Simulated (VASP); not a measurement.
# CsSnBr3: relaxation of cell and atoms with PBEsol

Crystal: CsSnBr3.

```
Cs Sn Br
1.0
     5.76882    0.00000    0.00000
     0.00000    5.76882    0.00000
     0.00000    0.00000    5.76882
Cs Sn Br
1 1 3
Direct
  0.00000 0.00000 0.00000
  0.50000 0.50000 0.50000
  0.50000 0.00000 0.50000
  0.50000 0.50000 0.00000
  0.00000 0.50000 0.50000
```

The cell is a database's computed one.

```yaml
Program: VASP 6.6.1
Task: relaxation of cell and atoms
Functional: PBEsol
Potentials_or_basis: VASP PAW PBE potentials, release 64 (Cs_sv, Sn_d, Br)
Cutoff: 600 eV
k_mesh: 6 × 6 × 6
Occupations: gaussian, width 0.03 eV
Spin: no spin polarisation
Further_INCAR_settings: ALGO = Normal; EDIFF = 1e-07; IBRION = 2; EDIFFG = -0.005; NSW = 90; ISIF = 3
```

- Pressure after relaxing: 0.0 GPa
- Band gap on the k mesh: 0.22 eV, direct

Final structure:
```
Cs Sn Br
1.0
     5.76882    0.00000    0.00000
     0.00000    5.76882    0.00000
     0.00000    0.00000    5.76882
Cs Sn Br
1 1 3
Direct
  0.00000 0.00000 0.00000
  0.50000 0.50000 0.50000
  0.50000 0.00000 0.50000
  0.50000 0.50000 0.00000
  0.00000 0.50000 0.50000
```

Levels at points of the mesh, in eV from the valence-band top:
```
           k point  band 19  band 20  band 21  band 22  band 23  band 24  band 25  band 26
(0.00, 0.00, 0.00)    -3.30    -3.14    -3.14    -3.14     1.89     2.92     2.92     3.56
(0.50, 0.00, 0.00)    -3.45    -3.28    -3.28    -2.14     1.30     3.40     4.00     4.04
(0.50, 0.50, 0.00)    -3.58    -3.58    -2.77    -1.05     0.80     0.80     3.80     4.12
(0.50, 0.50, 0.50)    -2.76    -2.76    -2.76     0.00     0.22     0.22     0.22     3.39
```

Run time: 64 s on 2 MPI ranks on Intel(R) Xeon(R) Platinum 8488C (Sapphire Rapids) (shared host), peak memory 0.39 GiB a rank.

Caveat: the relaxation stopped at its first step, so nothing moved; the PAW data sets were made with another functional, which shifts forces and pressure a little; spin-orbit coupling is left out, which moves the levels of the heavy elements. Expect the measured gap to be larger: semilocal functionals such as PBEsol lack the derivative discontinuity.
